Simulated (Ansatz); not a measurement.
Zincblende GaAs, relaxed with r2SCAN in Ansatz. Space group F-43m (No. 216), cubic; a = 5.666 Å in the conventional setting, 22.74 Å³ an atom. Ga is surrounded by 4 As at 2.45 Å; As is surrounded by 4 Ga at 2.45 Å.

The axes x, y and z are those of this cell:
```xyz
2
Lattice="0.0000 2.8331 2.8331 2.8331 0.0000 2.8331 2.8331 2.8331 0.0000" Properties=species:S:1:pos:R:3 pbc="T T T"
Ga    0.0000    0.0000    0.0000
As    1.4165    1.4165    1.4165
```

Unstrained: The PBE gap is direct at Γ: 0.466 eV. r2SCAN gives a direct gap of 0.962 eV at Γ. HSE06 gives a direct gap of 1.364 eV at Γ. Meshes: PBE 8×8×8, r2SCAN 8×8×8, HSE06 6×6×6. Strains are changes of length per length, and xy shears are angles. After each strain the atoms were relaxed again with r2SCAN within the symmetry that the strain leaves, so tilts or polar shifts that break it weren't tested; points keep the names that they have in the unstrained zone. The values are computed, spin-unpolarised, and not measurements.

**Question.** Apply uniaxial -2.5 % along z, other directions held. How far does the gap move, against the unstrained cell?

**Answer.** PBE: the gap goes from 0.466 to 0.558 eV (+0.092 eV); with r2SCAN the top three valence levels at Γ, degenerate before, become 1+2 from the top over 148 meV. r2SCAN: the gap goes from 0.962 to 1.065 eV (+0.103 eV). HSE06: the gap goes from 1.364 to 1.475 eV (+0.111 eV). The r2SCAN energy rises by 5.4 meV an atom.

**Question.** For epitaxial -1.5 % in the xy plane, how far does the free direction move, and what happens to the gap?

**Answer.** The normal strain at zero normal stress is +1.28 %, 0.85 of the in-plane strain with the sign turned. PBE: the gap goes from 0.466 to 0.536 eV (+0.070 eV); with r2SCAN the top three valence levels at Γ, degenerate before, become 2+1 from the top over 176 meV. r2SCAN: the gap goes from 0.962 to 1.040 eV (+0.078 eV). HSE06: the gap goes from 1.364 to 1.447 eV (+0.083 eV).

**Question.** Apply uniaxial -2.5 % along x, other directions held. How far does the gap move, against the unstrained cell?

**Answer.** PBE: the gap goes from 0.466 to 0.558 eV (+0.092 eV); with r2SCAN the top three valence levels at Γ, degenerate before, become 1+2 from the top over 148 meV. r2SCAN: the gap goes from 0.962 to 1.065 eV (+0.103 eV). HSE06: the gap goes from 1.364 to 1.475 eV (+0.111 eV). The r2SCAN energy rises by 5.4 meV an atom.

**Question.** One strain changed the r2SCAN stress by xx +6.55, yy +6.55, zz +6.55 GPa (compression positive) and the gap by +0.582 eV (PBE), +0.625 eV (r2SCAN), +0.559 eV (HSE06). Which kind of strain was it, and roughly how large?

**Answer.** Isotropic -2.5 % on every length. The pattern of the stress gives the kind; the size needs the stiffness, so it is an estimate.

**Question.** One strain changed the r2SCAN stress by xx +0.09, yy +0.09, zz -0.01, xy -2.42 GPa (compression positive) and the gap by -0.175 eV (PBE), -0.195 eV (r2SCAN), -0.199 eV (HSE06). Which kind of strain was it, and roughly how large?

**Answer.** Xy shear, engineering strain (angle) +4.0 %. The pattern of the stress gives the kind; the size needs the stiffness, so it is an estimate.

Spin-orbit coupling is left out.

The meshes of the hybrids are coarse, so their gaps aren't converged to the digits shown.

The splittings at Γ are without spin-orbit coupling, which regroups them where it is of like size or larger.
